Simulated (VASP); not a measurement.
Wanted: the native input for a VASP 6.6.1 run.

```
Task                   : single point
Functional             : LDA
Potentials or basis    : VASP PAW LDA potentials, release 64 (Mg)
Cutoff                 : 520 eV
k mesh                 : 12 × 12 × 7
Occupations            : fermi-dirac, width 0.05 eV
Spin                   : no spin polarisation
Dipole correction      : no
Further INCAR settings : ALGO = Normal; EDIFF = 1e-06; NBANDS = 9
```

The structure of Mg lies in POSCAR:

```
Mg
1.0
    3.1483337272      0.0000000000      0.0000000000
   -1.5741668636      2.7265369874      0.0000000000
    0.0000000000      0.0000000000      5.0303377259
Mg
2
Direct
    0.3333333333      0.6666666667      0.2500000000
    0.6666666667      0.3333333333      0.7500000000
```

The cell isn't the ideal one: cell and atoms relaxed from 0.97 times the given volume, LAPW in place of PAW files.

The input as run:

INCAR

```
SYSTEM = Mg
PREC     = Accurate       ! precision mode
ENCUT    = 520            ! plane-wave cutoff, eV
EDIFF    = 1E-6           ! SCF threshold, eV
ISMEAR   = -1             ! smearing method
SIGMA    = 0.05           ! smearing width, eV
LREAL    = .FALSE.        ! projectors in reciprocal space
LASPH    = .TRUE.         ! aspherical terms in the spheres
NELM     = 60             ! most SCF steps
ALGO     = Normal         ! electronic algorithm
ISIF     = 2              ! what is computed and relaxed
LWAVE    = .FALSE.        ! write WAVECAR
LCHARG   = .TRUE.         ! write CHGCAR
LELF     = .TRUE.         ! ELF
LVHAR    = .TRUE.       
NBANDS   = 9              ! bands
```

KPOINTS

```
Automatic mesh
0
G
  12 12 7
  0 0 0
```

Potentials or basis: VASP PAW LDA potentials, release 64 (Mg).

Launch:

```bash
$ cat potpaw_LDA.64/Mg/POTCAR > POTCAR
$ mpirun -np 1 vasp_std > vasp.out
```

Results of the run:

```json
{
 "Pressure": "-0.3 GPa",
 "Band gap on the k mesh": "none (metal or under the smearing width)"
}
```

Run time: 9.1 s on 1 thread of Intel(R) Xeon(R) Platinum 8488C (Sapphire Rapids), on a shared host, peak memory 0.15 GiB.
